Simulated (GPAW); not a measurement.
Consider Se (Selenium, P3_221).

```cif
data_structure
_symmetry_space_group_name_H-M 'P 1'
_symmetry_Int_Tables_number 1
_cell_length_a 4.3552
_cell_length_b 4.3552
_cell_length_c 4.9494
_cell_angle_alpha 90.000
_cell_angle_beta 90.000
_cell_angle_gamma 120.000
_cell_volume 81.30
loop_
_atom_site_label
_atom_site_type_symbol
_atom_site_fract_x
_atom_site_fract_y
_atom_site_fract_z
_atom_site_occupancy
Se1 Se 0.78300 0.78300 0.50000 1
Se2 Se 0.00000 0.21700 0.83333 1
Se3 Se 0.21700 0.00000 0.16667 1
```

Absorber: atom 1, with 2 Se at 2.32 Å (bent, 105°, site symmetry 2). Method: GPAW, LDA, full core hole (charged cell), 9-atom cell with 6.6 Å between holes, 3×3×3 k points, dipole transitions, Gaussian full width 2.33 eV up to 4 eV, rising linearly to 3.5 eV at 25 eV.

Q: Where do the maxima of the Se K edge fall?

Main maxima up to 30 eV above the zero (height): 0.6 eV (2.77), 13.0 eV (1.03) and 26.8 eV (0.97). A K edge sees empty p states on the absorber. 

The Se K spectrum (energy from the lowest empty level; intensity scaled to a mean of 1 over the first 20 eV; polarised curves are means over the symmetry-equivalent atoms):

| E (eV) | isotropic | ε ⊥ c | ε ∥ c |
| --- | --- | --- | --- |
| -2.0 | 0.16 | 0.17 | 0.14 |
| -1.0 | 0.96 | 0.92 | 1.05 |
| 0.0 | 2.40 | 2.03 | 3.16 |
| 1.0 | 2.63 | 2.03 | 3.82 |
| 2.0 | 1.53 | 1.23 | 2.13 |
| 3.0 | 0.67 | 0.62 | 0.77 |
| 4.0 | 0.35 | 0.34 | 0.35 |
| 5.0 | 0.46 | 0.44 | 0.50 |
| 6.0 | 0.70 | 0.66 | 0.77 |
| 7.0 | 0.87 | 0.85 | 0.91 |
| 8.0 | 0.91 | 0.95 | 0.85 |
| 9.0 | 0.87 | 0.94 | 0.74 |
| 10.0 | 0.87 | 0.93 | 0.76 |
| 11.0 | 0.94 | 0.99 | 0.84 |
| 12.0 | 1.01 | 1.05 | 0.91 |
| 13.0 | 1.03 | 1.05 | 0.99 |
| 14.0 | 1.00 | 0.98 | 1.02 |
| 15.0 | 0.93 | 0.92 | 0.96 |
| 16.0 | 0.89 | 0.89 | 0.88 |
| 17.0 | 0.89 | 0.91 | 0.84 |
| 18.0 | 0.91 | 0.94 | 0.85 |
| 19.0 | 0.93 | 0.95 | 0.88 |
| 20.0 | 0.92 | 0.93 | 0.90 |
| 21.0 | 0.90 | 0.89 | 0.92 |
| 22.0 | 0.90 | 0.88 | 0.94 |
| 23.0 | 0.93 | 0.92 | 0.94 |
| 24.0 | 0.95 | 0.97 | 0.92 |
| 25.0 | 0.96 | 0.97 | 0.92 |
| 26.0 | 0.96 | 0.96 | 0.96 |
| 27.0 | 0.97 | 0.96 | 0.99 |
| 28.0 | 0.94 | 0.94 | 0.96 |
| 29.0 | 0.89 | 0.90 | 0.88 |
| 30.0 | 0.86 | 0.88 | 0.83 |
| 31.0 | 0.87 | 0.88 | 0.83 |
| 32.0 | 0.89 | 0.90 | 0.87 |

The script folds with a Gaussian, whereas the core hole's own line is a Lorentzian, so the onset is too steep and the first peak too high. The mesh is coarse (0.35 Å⁻¹ between points), so small maxima may be mesh ripples. Lifetime broadening is put in by hand, and intensities beyond about 20 eV depend on it and on the partial waves. The structure is a published determination, not relaxed.

[Banner, clock and machine lines of the logs are left out without a mark of their own.]

[Logs are printed without paths, hosts, clocks, repeated set-up lines and the standing remarks that a program may print on its own settings, such as how far it seeks lower states.]

[Hosts, paths, dates, database ids (printed as entryN), source tags and the programs' standing remarks are cut or masked in the printed files.]

[Lists of maxima count a maximum above −3 eV only where it reaches 4 % of the highest in the window and stands out from its surroundings by 2 % of it (1.5 % where it reaches 55 %); shoulders and weaker maxima are passed over, and of the rest the first, up to two pre-edge ones and the few strongest are named.]
